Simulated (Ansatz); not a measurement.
CdS in the rocksalt structure (r2SCAN geometry), in Ansatz:

```cif
data_structure
_symmetry_space_group_name_H-M 'Fm-3m'
_symmetry_Int_Tables_number 225
_cell_length_a 5.4536
_cell_length_b 5.4536
_cell_length_c 5.4536
_cell_angle_alpha 90.000
_cell_angle_beta 90.000
_cell_angle_gamma 90.000
_cell_volume 162.20
loop_
_atom_site_label
_atom_site_type_symbol
_atom_site_symmetry_multiplicity
_atom_site_Wyckoff_symbol
_atom_site_fract_x
_atom_site_fract_y
_atom_site_fract_z
_atom_site_occupancy
Cd1 Cd 4 a 0.00000 0.00000 0.00000 1
S1 S 4 b 0.50000 0.00000 0.00000 1
```

G0W0@PBE with 152 empty bands, a screening cutoff of 140 eV and a 4×4×4 mesh (PAW, contour deformation) gives 0.840 eV over the mesh points, from a PBE gap of 0.216 eV; it sums over 165 bands with 169 plane waves in the screening and a wave cutoff of 420 eV. No extrapolation in bands, cutoff or mesh was made for G0W0. Spin-unpolarised throughout. Whether this structure exists isn't addressed.

Q: Another run gave a Kohn-Sham gap of 0.220 eV and a G0W0 gap of 0.838 eV, summing over 165 bands with 169 plane waves in the screening and a wave cutoff of 1071 eV. What was changed?

A: Potentials of the kind norm-conserving. The wave cutoff gives it away.

Q: Estimate the gap with starting point r2SCAN.

A: 1.153 eV (+0.313 eV), from a Kohn-Sham gap of 0.722 eV.

Q: Estimate the gap with empty bands 65, screening cutoff 80 eV.

A: 0.774 eV (-0.066 eV), from a Kohn-Sham gap of 0.216 eV.

The runs are scalar-relativistic, without spin-orbit coupling.

With a shallow d shell on the cation, G0W0 converges slowly in bands and cutoff, so these values are in doubt.
